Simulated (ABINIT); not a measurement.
# Sb (R-3m) in ABINIT: settings compared

Aim: see how the results for Sb move with the level of theory and the settings. Levels: PBEsol, PBE. Tasks: band structure.

Everything below comes from runs of ABINIT 10.8.3 (patched build). Logs are shortened: lines on timing, memory, paths and dates and some standing lists are left out, and cuts for length are marked. The log counts tension as positive stress, the text compression.

### 1 The crystal as given

The structure is trigonal, space group R-3m (No. 166). The conventional cell has a = 4.308 Å, b = 4.308 Å, c = 11.274 Å, α = 90.00°, β = 90.00°, γ = 120.00°. Sb (site symmetry 3m) is surrounded by 3 Sb at 2.91 Å.

### 2 Band structure, PBEsol

The input, run.abi:

```
# Datasets: ground state, then fixed potential
ndtset 2

# Pseudopotentials
pp_dirpath "./"
pseudos "Sb.GGA_PBE-JTH.xml"

# Structure
acell 3*1.0 Angstrom
rprim
     2.1542000000     1.2437279499     3.7580000000
    -2.1542000000     1.2437279499     3.7580000000
     0.0000000000    -2.4874558998     3.7580000000
ntypat 1
znucl 51
natom 2
typat 1 1
xred
     0.7665100000     0.7665100000     0.7665100000
     0.2334900000     0.2334900000     0.2334900000

# Plane-wave basis
ecut 16.0
pawecutdg 32.0

# Exchange and correlation
ixc -116133

# Bands and occupations
occopt 3
tsmear 0.05 eV

# SCF cycle
nstep 100

# Output
iomode 3
prtwf 0
prteig 0
prtebands 0
prtden1 1

# Dataset 1
kptopt1 1
ngkpt1 8 8 8
nshiftk1 1
shiftk1 0.0 0.0 0.0
nband1 19
tolvrs1 1.0e-9

# Dataset 2: bands along G-L-B1
iscf2 -2
getden2 1
nband2 25
nbdbuf2 4
tolwfr2 1.0e-11
kptopt2 -2
ndivsm2 8
prteig2 1
kptbounds2
     0.0000000000     0.0000000000     0.0000000000
     0.5000000000     0.0000000000     0.0000000000
     0.5000000000     0.2396873643    -0.2396873643
```

Potentials or basis: JTH PAW PBE v2.0.

Run with:

```sh
abinit run.abi > log 2>&1
```

run.abo:

```text
.Version 10.8.3 of ABINIT
 DATASET    1 : space group R-3 m (#166); Bravais hR (rhombohedral)
================================================================================
 Values of the parameters that define the memory need for DATASET  1.
     intxc =       0    ionmov =       0      iscf =      17    lmnmax =      18
     lnmax =       6     mgfft =      32  mpssoang =       3    mqgrid =    3001
     natom =       2  nloc_mem =       2    nspden =       1   nspinor =       1
    nsppol =       1      nsym =      12    n1xccc =       1    ntypat =       1
    occopt =       3   xclevel =       2
       mpw =        1276          nfft =       32768          nkpt =          65
 PAW method is used; the additional fine FFT grid is defined by:
   mgfftf=        45    nfftf =     91125
================================================================================
================================================================================

 DATASET    2 : space group R-3 m (#166); Bravais hR (rhombohedral)
================================================================================
 Values of the parameters that define the memory need for DATASET  2.
     intxc =       0    ionmov =       0      iscf =      -2    lmnmax =      18
     lnmax =       6     mgfft =      32  mpssoang =       3    mqgrid =    3001
     natom =       2  nloc_mem =       2    nspden =       1   nspinor =       1
    nsppol =       1      nsym =      12    n1xccc =       1    ntypat =       1
    occopt =       3   xclevel =       2
       mpw =        1262          nfft =       32768          nkpt =          19
 PAW method is used; the additional fine FFT grid is defined by:
   mgfftf=        45    nfftf =     91125
================================================================================
================================================================================

--------------------------------------------------------------------------------
------------- Echo of variables that govern the present computation ------------
--------------------------------------------------------------------------------
 -outvars: echo values of preprocessed input variables --------
            acell      1.8897261259E+00  1.8897261259E+00  1.8897261259E+00 Bohr
              amu      1.21753000E+02
             ecut      1.60000000E+01 Hartree
           getden1          0
           getden2          1
             iscf1         17
             iscf2         -2
                       outvar_i_n : Printing only first  50 k-points.
              ixc     -116133
           jdtset        1    2
                       outvar_i_n : Printing only first  50 k-points.
           kptopt1          1
           kptopt2         -2
         kptrlatt        8    0    0      0    8    0      0    0    8
          kptrlen1     6.51335683E+01
[... 484 lines left out ...]
cartesian_forces: null
force_length_stats: {min: null, max: null, mean: null, }
...

 Integrated electronic density in atomic spheres:
 ------------------------------------------------
 Atom  Sphere_radius  Integrated_density
    1        2.40089         12.44224474
    2        2.40089         12.44224474

================================================================================

 ----iterations are completed or convergence reached----

 Mean square residual over all n,k,spin=   51.275E-13; max=  99.818E-13
 reduced coordinates (array xred) for    2 atoms
       0.766510000000      0.766510000000      0.766510000000
       0.233490000000      0.233490000000      0.233490000000

 cartesian coordinates (angstrom) at end:
    1      0.00000000000000    -0.00000000000000     8.64163374000000
    2     -0.00000000000000    -0.00000000000000     2.63236626000000
 length scales=  1.889726125908  1.889726125908  1.889726125908 bohr
              =  1.000000000000  1.000000000000  1.000000000000 angstroms
 Eigenvalues (hartree) for nkpt=  19  k points:
 kpt#   1, nband= 25, wtk=  1.00000, kpt=  0.0000  0.0000  0.0000 (reduced coord)
  -0.83021   -0.83021   -0.82708   -0.82708   -0.82623   -0.82288   -0.82288   -0.82271
  -0.81977   -0.81977   -0.21992    0.07014    0.17248    0.18251    0.18251    0.32415
   0.34714    0.34714    0.43674    0.43674    0.44138    0.48743    0.50758    0.50758
   0.52775
 kpt#   2, nband= 25, wtk=  1.00000, kpt=  0.0500  0.0000  0.0000 (reduced coord)
  -0.83018   -0.83016   -0.82707   -0.82705   -0.82621   -0.82290   -0.82289   -0.82274
  -0.81982   -0.81981   -0.21890    0.06532    0.17314    0.18225    0.18410    0.32402
   0.34407    0.34467    0.43021    0.43649    0.43796    0.49718    0.51457    0.51734
   0.53414
 kpt#   3, nband= 25, wtk=  1.00000, kpt=  0.1000  0.0000  0.0000 (reduced coord)
  -0.83007   -0.83000   -0.82701   -0.82696   -0.82614   -0.82298   -0.82295   -0.82280
  -0.81998   -0.81992   -0.21585    0.05237    0.17387    0.18152    0.18891    0.32237
   0.33596    0.33753    0.41930    0.43375    0.43815    0.51856    0.53276    0.54125
   0.55155
 kpt#   4, nband= 25, wtk=  1.00000, kpt=  0.1500  0.0000  0.0000 (reduced coord)
  -0.82989   -0.82974   -0.82693   -0.82681   -0.82602   -0.82309   -0.82305   -0.82289
[... 64 lines left out ...]
  -0.82919   -0.82650   -0.82578   -0.82576   -0.82535   -0.82457   -0.82406   -0.82354
  -0.82288   -0.82092   -0.10380   -0.10226    0.06757    0.09705    0.20742    0.26945
   0.41712    0.42116    0.45226    0.45425    0.60281    0.62403    0.66098    0.67947
   0.78024
 kpt#  18, nband= 25, wtk=  1.00000, kpt=  0.5000  0.2097 -0.2097 (reduced coord)
  -0.82922   -0.82680   -0.82594   -0.82594   -0.82508   -0.82422   -0.82420   -0.82351
  -0.82273   -0.82088   -0.10740   -0.09314    0.06286    0.08101    0.21450    0.27220
   0.41906    0.42685    0.45867    0.46111    0.62308    0.64703    0.64895    0.67028
   0.74211
 kpt#  19, nband= 25, wtk=  1.00000, kpt=  0.5000  0.2397 -0.2397 (reduced coord)
  -0.82920   -0.82712   -0.82608   -0.82605   -0.82481   -0.82442   -0.82392   -0.82345
  -0.82259   -0.82090   -0.11323   -0.08449    0.06444    0.06961    0.22126    0.27318
   0.41623    0.41876    0.46885    0.47533    0.63800    0.64143    0.65123    0.68610
   0.71946

== END DATASET(S) ==============================================================
================================================================================

 -outvars: echo values of variables after computation  --------
            acell      1.8897261259E+00  1.8897261259E+00  1.8897261259E+00 Bohr
           etotal1    -1.6522721219E+02
            fcart1     4.5999194870E-19 -2.9481864250E-19 -2.2348449738E-03
                      -4.5999194870E-19  2.9481864250E-19  2.2348449738E-03
            rprim      2.1542000000E+00  1.2437279499E+00  3.7580000000E+00
                      -2.1542000000E+00  1.2437279499E+00  3.7580000000E+00
                       0.0000000000E+00 -2.4874558998E+00  3.7580000000E+00
           strten1    -4.0576296728E-06 -4.0576298466E-06  1.4937101207E-05
                       0.0000000000E+00  0.0000000000E+00  0.0000000000E+00
           xangst      6.5944698456E-17 -2.8312531642E-17  8.6416337400E+00
                      -7.1942261302E-18 -4.0728238676E-17  2.6323662600E+00
             xred      7.6651000000E-01  7.6651000000E-01  7.6651000000E-01
                       2.3349000000E-01  2.3349000000E-01  2.3349000000E-01
 Calculation completed.
```

Wall time 69 s (1 thread of Arm Neoverse V1, shared host); peak memory 0.15 GiB.

What came out:

| Property | Result |
| --- | --- |
| Free energy | -4496.0615 eV |
| Pressure | -0.1 GPa |
| Largest force | 0.115 eV/Å |
| Band gap on the k mesh | none (metal or under the smearing width) |
| Valence electrons inside the program's atomic spheres | Sb 12.44 (radii [1.2705] Å) |

Forces on the atoms (eV/Å):
```
Sb   0.000  0.000 -0.115
Sb   0.000  0.000  0.115
```

Levels at the corners of the path, in eV from the Fermi level:
```tsv
point	band 11	band 12	band 13	band 14	band 15	band 16	band 17	band 18	band 19	band 20
Γ	-12.81	-4.91	-2.13	-1.86	-1.86	2.00	2.62	2.62	5.06	5.06
L	-10.44	-9.72	-2.00	-1.89	-0.36	-0.31	0.09	0.43	7.48	8.30
B1	-9.90	-9.12	-5.07	-4.93	-0.80	0.61	4.50	4.57	5.94	6.11
```

Caveat: the PAW data sets were made with another functional, which shifts forces and pressure a little; spin-orbit coupling is left out, which moves the levels of the heavy elements.

### 3 Band structure, PBEsol

Changes to run.abi since step 2:

```diff
@@ -5,10 +5,10 @@
 pp_dirpath "./"
-pseudos "Sb.GGA_PBE-JTH.xml"
+pseudos "Sb.GGA_PBE-JTH_sp.xml"
 
 # Structure
-acell 3*1.0 Angstrom
+acell 8.5163565957 8.5163565957 8.5163565957
 rprim
-     2.1542000000     1.2437279499     3.7580000000
-    -2.1542000000     1.2437279499     3.7580000000
-     0.0000000000    -2.4874558998     3.7580000000
+     0.4780034715     0.2759754330     0.8338766345
+    -0.4780034715     0.2759754330     0.8338766345
+     0.0000000000    -0.5519508659     0.8338766345
 ntypat 1
@@ -22,4 +22,4 @@
 # Plane-wave basis
-ecut 16.0
-pawecutdg 32.0
+ecut 544.227725 eV
+pawecutdg 40.0
 
@@ -30,3 +30,3 @@
 occopt 3
-tsmear 0.05 eV
+tsmear 0.00183747
 
@@ -40,2 +40,3 @@
 prtebands 0
+enunit 1
 prtden1 1
@@ -47,3 +48,3 @@
 shiftk1 0.0 0.0 0.0
-nband1 19
+nband1 9
 tolvrs1 1.0e-9
@@ -53,3 +54,3 @@
 getden2 1
-nband2 25
+nband2 15
 nbdbuf2 4
```

Potentials or basis: JTH PAW PBE v2.0 sp.

Run with:

```sh
abinit run.abi > log 2>&1
```

Run time: 38 s. Hardware: 1 thread of Arm Neoverse V1, shared host; peak memory 0.13 GiB.

It converged, with:

* Free energy: -309.1067 eV
* Pressure: 0.3 GPa
* Largest force: 0.161 eV/Å
* Band gap on the k mesh: none (metal or under the smearing width)
* Valence electrons inside the program's atomic spheres: Sb 2.27 (radii [1.2207] Å)

Forces on the atoms (eV/Å):
```
Sb   0.000  0.000 -0.161
Sb   0.000  0.000  0.161
```

Stress tensor (GPa, compression positive):
```
 0.44  0.00  0.00
 0.00  0.44  0.00
 0.00  0.00 -0.11
```

Levels at the corners of the path, in eV from the Fermi level:
| point | band 1 | band 2 | band 3 | band 4 | band 5 | band 6 | band 7 | band 8 | band 9 | band 10 |
| --- | --- | --- | --- | --- | --- | --- | --- | --- | --- | --- |
| Γ | -12.83 | -4.93 | -2.11 | -1.84 | -1.84 | 2.06 | 2.72 | 2.72 | 5.25 | 5.25 |
| L | -10.48 | -9.75 | -2.04 | -1.91 | -0.37 | -0.32 | 0.07 | 0.40 | 7.85 | 8.64 |
| B1 | -9.96 | -9.17 | -5.10 | -4.96 | -0.82 | 0.62 | 4.68 | 4.75 | 6.05 | 6.23 |

Caveat: the PAW data sets were made with another functional, which shifts forces and pressure a little; spin-orbit coupling is left out, which moves the levels of the heavy elements; this set keeps more shells in the core, which shifts pressures and gaps.

### 4 Band structure, PBE

The input, run.abi:

```
ndtset 2

pp_dirpath "./"
pseudos "Sb.GGA_PBE-JTH.xml"

acell 3*1.0
rprim
     4.0708480177     2.3503051989     7.1015907763
    -4.0708480177     2.3503051989     7.1015907763
     0.0000000000    -4.7006103977     7.1015907763
ntypat 1
znucl 51
natom 2
typat 1 1
xred
     0.7665100000     0.7665100000     0.7665100000
     0.2334900000     0.2334900000     0.2334900000

ecut 16.0
pawecutdg 32.0

ixc 11

occopt 3
tsmear 0.00183747

nstep 100

iomode 3
prtwf 0
prteig 0
prtebands 0
enunit 1
prtden1 1

kptopt1 1
ngkpt1 8 8 8
nshiftk1 1
shiftk1 0.0 0.0 0.0
nband1 19
tolvrs1 1.0e-9

iscf2 -2
getden2 1
nband2 25
nbdbuf2 4
tolwfr2 1.0e-11
kptopt2 -2
ndivsm2 5
prteig2 1
kptbounds2
     0.0000000000     0.0000000000     0.0000000000
     0.5000000000     0.0000000000     0.0000000000
     0.5000000000     0.2396873643    -0.2396873643
```

Potentials or basis: JTH PAW PBE v2.0.

Run with:

```sh
abinit run.abi > log 2>&1
```

Run time: 56 s. Hardware: 1 thread of Arm Neoverse V1, shared host; peak memory 0.14 GiB.

The run converged. Its results:

| Property | Result |
| --- | --- |
| Free energy | -4496.0898 eV |
| Pressure | 2.6 GPa |
| Largest force | 0.170 eV/Å |
| Band gap on the k mesh | none (metal or under the smearing width) |
| Valence electrons inside the program's atomic spheres | Sb 12.44 (radii [1.2705] Å) |

Forces in eV/Å, atoms in the order of the input:
```
Sb   0.000  0.000 -0.170
Sb   0.000  0.000  0.170
```

Stress tensor (GPa, compression positive):
```
2.78 0.00 0.00
0.00 2.78 0.00
0.00 0.00 2.21
```

Levels at the corners of the path, in eV from the Fermi level:
| point | band 12 | band 13 | band 14 | band 15 | band 16 | band 17 | band 18 | band 19 |
| --- | --- | --- | --- | --- | --- | --- | --- | --- |
| Γ | -4.91 | -2.16 | -1.89 | -1.89 | 1.98 | 2.60 | 2.60 | 5.06 |
| L | -9.73 | -2.03 | -1.92 | -0.38 | -0.29 | 0.10 | 0.41 | 7.53 |
| B1 | -9.13 | -5.08 | -4.94 | -0.83 | 0.60 | 4.52 | 4.58 | 5.93 |

Caveat: spin-orbit coupling is left out, which moves the levels of the heavy elements.

### 5 Summary

| level | potentials or basis | cutoff (eV) | fine-grid cutoff | gap on the mesh (eV) | pressure (GPa) | largest force (eV/Å) |
| --- | --- | --- | --- | --- | --- | --- |
| PBEsol | JTH PAW PBE v2.0 | 435 | 870.764 eV | none | -0.1 | 0.11 |
| PBEsol | JTH PAW PBE v2.0 sp | 544 | 1088.46 eV | none | 0.3 | 0.16 |
| PBE | JTH PAW PBE v2.0 | 435 | 870.764 eV | none | 2.6 | 0.17 |

Alike in all rows: task band structure; no spin polarisation; cell as given; k mesh 8 × 8 × 8; smearing fermi-dirac 0.05 eV.

Caveats: spin-orbit coupling is left out, which moves the levels of the heavy elements; the PAW data sets were made with another functional, which shifts forces and pressure a little (some runs); this set keeps more shells in the core, which shifts pressures and gaps (some runs).

Absolute energies hang on the potentials; compare differences alone.
